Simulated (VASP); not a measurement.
# TaN (P1) in VASP: convergence with ENAUG

Aim: find how far ENAUG must go before the results for TaN settle, at r2SCAN. This setting moves, with any that are tied to it; all else stays.

Program: VASP 6.6.1. These are calculated values, not measurements. Logs are shortened: lines on timing, memory, paths and dates and some standing lists are left out, and cuts for length are marked.

## (1) The cell of the first run

The typed cell holds 6 atoms: a = 5.191 Å, b = 5.191 Å, c = 2.908 Å, α = 90.00°, β = 90.00°, γ = 120.00°.

The cell isn't the ideal one: atoms moved at random, drawn with an rms of 0.02 Å.

## (2) With ENAUG 300

Input file INCAR:

```
SYSTEM = TaN
PREC = Medium
ENCUT = 500
EDIFF = 1E-6
ISMEAR = 0
SIGMA = 0.02
LREAL = .FALSE.
LASPH = .TRUE.
NELM = 80
ALGO = Normal
ISIF = 2
LWAVE = .FALSE.
LCHARG = .FALSE.
METAGGA = R2SCAN
LMIXTAU = .TRUE.
NBANDS = 24
ENAUG = 300
```

Input file KPOINTS:

```
Automatic mesh
0
G
  5 5 7
  0 0 0
```

Input file POSCAR:

```
TaN
1.0
    5.1910000000      0.0000000000      0.0000000000
   -2.5955000000      4.4955378710      0.0000000000
    0.0000000000      0.0000000000      2.9080000000
Ta N
3 3
Direct
    0.6654090000      0.3359600000      0.4958320000
    0.3344690000      0.6686330000      0.5014190000
   -0.0006780000      0.0005330000     -0.0006130000
   -0.0026490000      0.5001340000      0.0022530000
    0.4993140000      0.4967680000      0.0017470000
    0.5029570000      0.0004110000      0.0015170000
```

Potentials or basis: VASP PAW PBE potentials, release 64 (Ta, N).

Run with:

```bash
cat potpaw_PBE.64/Ta/POTCAR potpaw_PBE.64/N/POTCAR > POTCAR
mpirun -np 1 vasp_std > vasp.out
```

It took 2.6 min on 1 thread of Intel Xeon Platinum 8559C (Emerald Rapids), shared host; peak memory 0.2 GiB.

What came out:

* Free energy: -178.5178 eV
* Pressure: 5.0 GPa
* Largest force: 0.774 eV/Å
* Band gap on the k mesh: none (metal or under the smearing width)

## (3) With ENAUG 400

Changes to INCAR since step 2:

```diff
@@ -16,2 +16,2 @@
 NBANDS = 24
-ENAUG = 300
+ENAUG = 400
```

KPOINTS is that of step 2.

POSCAR is that of step 2.

Potentials or basis: VASP PAW PBE potentials, release 64 (Ta, N).

Run with:

```bash
cat potpaw_PBE.64/Ta/POTCAR potpaw_PBE.64/N/POTCAR > POTCAR
mpirun -np 1 vasp_std > vasp.out
```

It took 2.6 min on 1 thread of Intel Xeon Platinum 8559C (Emerald Rapids), shared host; peak memory 0.2 GiB.

What came out:

* Free energy: -178.5177 eV
* Pressure: 5.0 GPa
* Largest force: 0.772 eV/Å
* Band gap on the k mesh: none (metal or under the smearing width)

## (4) With ENAUG 500

Changes to INCAR since step 3:

```diff
@@ -16,2 +16,2 @@
 NBANDS = 24
-ENAUG = 400
+ENAUG = 500
```

KPOINTS is that of step 3.

POSCAR is that of step 3.

Run with:

```bash
cat potpaw_PBE.64/Ta/POTCAR potpaw_PBE.64/N/POTCAR > POTCAR
mpirun -np 1 vasp_std > vasp.out
```

Run time: 2.7 min. Hardware: 1 thread of Intel Xeon Platinum 8559C (Emerald Rapids), shared host; peak memory 0.21 GiB.

Results:

```
Free energy            : -178.5166 eV
Pressure               : 5.0 GPa
Largest force          : 0.773 eV/Å
Band gap on the k mesh : none (metal or under the smearing width)
```

## (5) With ENAUG 700

Changes to INCAR since step 4:

```diff
@@ -16,2 +16,2 @@
 NBANDS = 24
-ENAUG = 500
+ENAUG = 700
```

KPOINTS is that of step 4.

POSCAR is that of step 4.

Run with:

```bash
cat potpaw_PBE.64/Ta/POTCAR potpaw_PBE.64/N/POTCAR > POTCAR
mpirun -np 1 vasp_std > vasp.out
```

Run time: 3.5 min. Hardware: 1 thread of Intel Xeon Platinum 8559C (Emerald Rapids), shared host; peak memory 0.21 GiB.

What came out:

```yaml
Free_energy: -178.5165 eV
Pressure: 5.0 GPa
Largest_force: 0.773 eV/Å
Band_gap_on_the_k_mesh: none (metal or under the smearing width)
```

## (6) With ENAUG 900

Changes to INCAR since step 5:

```diff
@@ -16,2 +16,2 @@
 NBANDS = 24
-ENAUG = 700
+ENAUG = 900
```

KPOINTS is that of step 5.

POSCAR is that of step 5.

Potentials or basis: VASP PAW PBE potentials, release 64 (Ta, N).

Run with:

```bash
cat potpaw_PBE.64/Ta/POTCAR potpaw_PBE.64/N/POTCAR > POTCAR
mpirun -np 1 vasp_std > vasp.out
```

Wall time 3.1 min (1 thread of Intel Xeon Platinum 8559C (Emerald Rapids), shared host); peak memory 0.22 GiB.

Results:

| Quantity | Value |
| --- | --- |
| Free energy | -178.5165 eV |
| Pressure | 5.0 GPa |
| Largest force | 0.772 eV/Å |
| Band gap on the k mesh | none (metal or under the smearing width) |

## (7) With ENAUG 1200

Changes to INCAR since step 6:

```diff
@@ -16,2 +16,2 @@
 NBANDS = 24
-ENAUG = 900
+ENAUG = 1200
```

KPOINTS is that of step 6.

POSCAR is that of step 6.

Run with:

```bash
cat potpaw_PBE.64/Ta/POTCAR potpaw_PBE.64/N/POTCAR > POTCAR
mpirun -np 1 vasp_std > vasp.out
```

Wall time 3.1 min (1 thread of Intel Xeon Platinum 8559C (Emerald Rapids), shared host); peak memory 0.23 GiB.

Results:

```yaml
Free_energy: -178.5165 eV
Pressure: 5.0 GPa
Largest_force: 0.773 eV/Å
Band_gap_on_the_k_mesh: none (metal or under the smearing width)
```

## (8) With ENAUG 1600

Changes to INCAR since step 7:

```diff
@@ -16,2 +16,2 @@
 NBANDS = 24
-ENAUG = 1200
+ENAUG = 1600
```

KPOINTS is that of step 7.

POSCAR is that of step 7.

Potentials or basis: VASP PAW PBE potentials, release 64 (Ta, N).

Run with:

```bash
cat potpaw_PBE.64/Ta/POTCAR potpaw_PBE.64/N/POTCAR > POTCAR
mpirun -np 1 vasp_std > vasp.out
```

OUTCAR:

```text
SYSTEM = TaN
   PREC = Medium
   ENCUT = 500
   EDIFF = 1E-6
   ISMEAR = 0
   LREAL = .FALSE.
   LASPH = .TRUE.
   NELM = 80
   ISIF = 2
   METAGGA = R2SCAN

 ion  position               nearest neighbor table
   1  0.665  0.336  0.496-   5 2.06   4 2.07   5 2.08   6 2.08   4 2.10   6 2.11   2 2.98   2 3.00
                             2 3.01   3 3.32   3 3.32   3 3.33   3 3.33   3 3.34   3 3.35
   2  0.334  0.669  0.501-   6 2.08   6 2.08   5 2.10   4 2.10   5 2.10   4 2.10   1 2.98   1 3.00
                             1 3.01   3 3.32   3 3.33   3 3.33   3 3.33   3 3.34   3 3.34
   3  0.999  0.001  0.999-   6 2.58   5 2.59   4 2.59   4 2.60   5 2.61   6 2.61   1 3.32   2 3.32
                             1 3.32   2 3.33   1 3.33   2 3.33   1 3.33   2 3.33   2 3.34   1 3.34
   4  0.997  0.500  0.002-   1 2.07   1 2.10   2 2.10   2 2.10   3 2.59   3 2.60
   5  0.499  0.497  0.002-   1 2.06   1 2.08   2 2.10   2 2.10   3 2.59   3 2.61
   6  0.503  0.000  0.002-   2 2.08   2 2.08   1 2.08   1 2.11   3 2.58   3 2.61

  LATTYP: Found a hexagonal cell.
 ALAT       =     5.1910000000
 C/A-ratio  =     0.5602003468

  Lattice vectors:

 A1 = (   5.1910000000,   0.0000000000,   0.0000000000)
 A2 = (  -2.5955000000,   4.4955378710,   0.0000000000)
 A3 = (   0.0000000000,   0.0000000000,   2.9080000000)

Analysis of symmetry for initial positions (statically):
=====================================================================
 Subroutine PRICEL returns:
 Original cell was already a primitive cell.

 Routine SETGRP: Setting up the symmetry group for a
 hexagonal supercell.

 Subroutine GETGRP returns: Found  1 space group operations
 (whereof  1 operations were pure point group operations)
[... 158 lines left out ...]
  volume of cell :       67.86
 maximum number of plane-waves:      1763
   NGX = 19   NGY = 19   NGZ = 11

 number of electron      29.9999994 magnetization

 Free energy of the ion-electron system (eV)
  ---------------------------------------------------
  ext. energy  EPLUGINS =         0.00000000
  ---------------------------------------------------
  free energy    TOTEN  =      -178.51647234 eV

  energy without entropy =     -178.51599325  energy(sigma->0) =     -178.51623279

 E-fermi :   8.6432     XC(G=0): -13.7422

 val. band max:        8.6376549989   @ k =   0.0000   0.2000   0.4286
 cond. band min:       8.6567421728   @ k =  -0.2000   0.2000   0.4286
 fundamental gap:      0.0190871739
 Fermi energy:         8.6432056516

 k-point     1 :       0.0000    0.0000    0.0000
  band No.  band energies     occupation
      1     -11.1285      2.00000
      2      -8.0430      2.00000
      3      -8.0214      2.00000
      4      -2.2254      2.00000
      5       0.8343      2.00000
      6       0.8530      2.00000
[... 637 lines left out ...]
     23      11.9858      0.00000
     24      12.4665      0.00000

 [... further k-points ...]
[... 5 lines left out ...]
  --------------------------------------------------------------------------------------
  -------------------------------------------------------------------------------------
  Total        2.6481145      2.5342362      1.1147799     -0.2046468     -0.0197350      0.0106271
  in kB       62.5201851     59.8315946     26.3191950     -4.8315725     -0.4659307      0.2508975
  external PRESSURE =      49.5569916 kB  Pullay stress =       0.0000000 kB

 VOLUME and BASIS-vectors are now :
 -----------------------------------------------------------------------------
  energy-cutoff  :      500.00
  volume of cell :       67.86
      direct lattice vectors                 reciprocal lattice vectors
     5.191000000  0.000000000  0.000000000     0.192641110  0.111221396  0.000000000
    -2.595500000  4.495537871  0.000000000     0.000000000  0.222442793  0.000000000
     0.000000000  0.000000000  2.908000000     0.000000000  0.000000000  0.343878955

 POSITION                                       TOTAL-FORCE (eV/Angst)
 -----------------------------------------------------------------------------------
      2.58215      1.51032      1.44188         0.350441     -0.352472      0.401775
      0.00079      3.00586      1.45813        -0.127455     -0.247026      0.021011
      5.18610      0.00240      2.90622        -0.061141      0.038785      0.057105
      3.87915      2.24837      0.00655         0.365815      0.356073     -0.182749
      1.30258      2.23324      0.00508        -0.727692      0.198186     -0.166017
      2.60978      0.00185      0.00441         0.200033      0.006455     -0.131125
 -----------------------------------------------------------------------------------
    total drift:                                0.000063     -0.000127      0.001143

  FREE ENERGIE OF THE ION-ELECTRON SYSTEM (eV)
  ---------------------------------------------------
  free  energy   TOTEN  =      -178.5164723429 eV

  energy  without entropy=     -178.5159932464  energy(sigma->0) =     -178.51623279
```

It took 3.2 min on 1 thread of Intel Xeon Platinum 8559C (Emerald Rapids), shared host; peak memory 0.25 GiB.

Results:

```
Free energy            : -178.5165 eV
Pressure               : 5.0 GPa
Largest force          : 0.772 eV/Å
Band gap on the k mesh : none (metal or under the smearing width)
```

## (9) Result

```tsv
ENAUG	energy less the tightest run, at zero smearing (meV/atom)	largest force (eV/Å)	SCF cycles	CPU time (s)	peak memory (GiB)
300	-0.22	0.774	19	150	0.2
400	-0.20	0.772	19	160	0.2
500	-0.01	0.773	19	160	0.21
700	0.00	0.773	19	210	0.21
900	0.00	0.772	19	180	0.22
1200	-0.01	0.773	19	180	0.23
1600	0.00	0.772	19	190	0.25
```

Against the tightest run, the energy stays within 1 meV/atom from 300 on; the largest force stays within 0.005 eV/Å from 300 on. The tightest run that finished is the yardstick and may itself not be fully converged.

Caveats: the PAW data sets were made with another functional, which shifts forces and pressure a little.
